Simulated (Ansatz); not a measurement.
Consider the formal exchange of groups at a C–C bond: `CC1=CCC=C1` + `CC(C)F` → `CCC(C)F` + `C1=CCC=C1`.

Gas-phase electronic energies from Ansatz, PBE0-D4/def2-TZVP geometries. CCSD(T)/CBS is the MP2 limit (def2-TZVPP, def2-QZVPP) plus CCSD(T) − MP2 in def2-TZVPP, frozen cores. DFT in def2-TZVPP. Each species was taken in one conformer, which may not be the lowest.

`CC1=CCC=C1`:

```xyz
14

C     1.310   -0.375    1.578
C     0.365   -0.112    0.460
C    -0.969   -0.277    0.448
C    -1.515    0.111   -0.884
C    -0.299    0.526   -1.644
C     0.776    0.391   -0.855
H     0.789   -0.749    2.460
H     1.849    0.535    1.860
H     2.066   -1.113    1.289
H    -1.574   -0.635    1.271
H    -2.248    0.926   -0.812
H    -2.039   -0.719   -1.376
H    -0.312    0.875   -2.668
H     1.801    0.614   -1.127
```

`CC(C)F`:

Cartesian coordinates in Å:
```
C 1.250 -0.290 -0.105
C 0.014 0.573 -0.072
C -1.251 -0.186 0.238
F -0.133 1.175 -1.323
H 2.124 0.303 -0.380
H 1.429 -0.734 0.877
H 1.132 -1.096 -0.833
H 0.146 1.393 0.643
H -1.399 -0.991 -0.486
H -2.116 0.478 0.202
H -1.195 -0.625 1.237
```

`CCC(C)F`:

Z-matrix (Å, degrees):
```
C
C 1 1.518
H 1 1.094 2 111.1
H 1 1.092 2 111.1 3 120.0
H 1 1.091 2 110.9 3 -119.9
C 2 1.512 1 113.3 3 60.7
H 2 1.095 1 110.3 3 -60.2
H 2 1.096 1 110.4 3 -177.9
F 6 1.397 2 108.6 1 60.2
C 6 1.507 2 113.8 1 -179.3
H 6 1.098 2 109.8 1 -55.1
H 10 1.092 6 110.3 2 63.1
H 10 1.093 6 110.4 2 -56.8
H 10 1.091 6 110.6 2 -177.0
```

`C1=CCC=C1`:

Cartesian coordinates in Å:
```
C 0.218 -0.440 1.205
C 0.020 0.837 0.841
C -0.191 0.897 -0.635
C -0.086 -0.531 -1.058
C 0.151 -1.292 0.022
H 0.398 -0.796 2.211
H 0.011 1.702 1.490
H 0.558 1.528 -1.132
H -1.166 1.330 -0.893
H -0.189 -0.870 -2.080
H 0.276 -2.367 0.030
```

(1) Is it downhill or uphill in electronic energy at CCSD(T)/CBS, and by how much? (Estimate.)

(2) What do these levels give: revPBE-D4, BHLYP-D4, PBE-QIDH, MP2/def2-TZVPP, MP2/def2-QZVPP, SCS-MP2/def2-QZVPP? (An estimate is asked.)

Largest T1 diagnostic among the species: 0.011.

## Answers

(1) The calculation gave: Uphill: ΔE = +13.0 kJ/mol.

(2) Computed: revPBE-D4 17.6, BHLYP-D4 16.0, PBE-QIDH 15.6, MP2/def2-TZVPP 15.7, MP2/def2-QZVPP 15.5, SCS-MP2/def2-QZVPP 14.7 kJ/mol.

Leaving LDA and LC-ωPBE aside and taking each functional with its dispersion term where it has one, the values, not all of them listed here, spread over 3.8 kJ/mol, from ωB97M-V to revPBE-D4.
